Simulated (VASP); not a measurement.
A run of VASP 6.6.1 is set up as follows.

INCAR

```
SYSTEM = AlN
ALGO     = Normal         ! electronic algorithm
EDIFF    = 1E-7           ! SCF threshold, eV
EDIFFG   = -0.01          ! ionic threshold
ENCUT    = 600            ! plane-wave cutoff, eV
GGA      = PS             ! functional
IBRION   = 2              ! ionic algorithm
ISIF     = 4              ! what is computed and relaxed
ISMEAR   = 0              ! smearing method
LASPH    = .TRUE.         ! aspherical terms in the spheres
LCHARG   = .FALSE.        ! write CHGCAR
LREAL    = .FALSE.        ! projectors in reciprocal space
LWAVE    = .FALSE.        ! write WAVECAR
NELM     = 100            ! most SCF steps
NSW      = 60             ! ionic steps
PREC     = Accurate       ! precision mode
SIGMA    = 0.05           ! smearing width, eV
```

File KPOINTS:

```
k-points
0
G
  10 10 6
  0 0 0
```

Contents of POSCAR:

```
AlN
1.0
    3.1547669129      0.0000000000      0.0000000000
   -1.5773834565      2.7321082896      0.0000000000
    0.0000000000      0.0000000000      5.0490077465
Al N
2 2
Direct
    0.3333333333      0.6666666667     -0.0009953168
    0.6666666667      0.3333333333      0.4990046832
    0.3333333333      0.6666666667      0.3809953168
    0.6666666667      0.3333333333      0.8809953168
```

Potentials or basis: VASP PAW PBE potentials, release 64 (Al, N).

The run is started by

```sh
$ cat potpaw_PBE.64/Al/POTCAR potpaw_PBE.64/N/POTCAR > POTCAR
$ mpirun -np 1 vasp_std > vasp.out
```

Problem. Predict the band gap on the k mesh.

Solution. 3.79 eV, direct.

Forces on the atoms (eV/Å):
```
Al   0.000  0.000 -0.008
Al   0.000  0.000 -0.008
N    0.000  0.000  0.008
N    0.000  0.000  0.008
```

Caveat: the PAW data sets were made with another functional, which shifts forces and pressure a little. As with any semilocal functional, this PBEsol gap is likely too small.
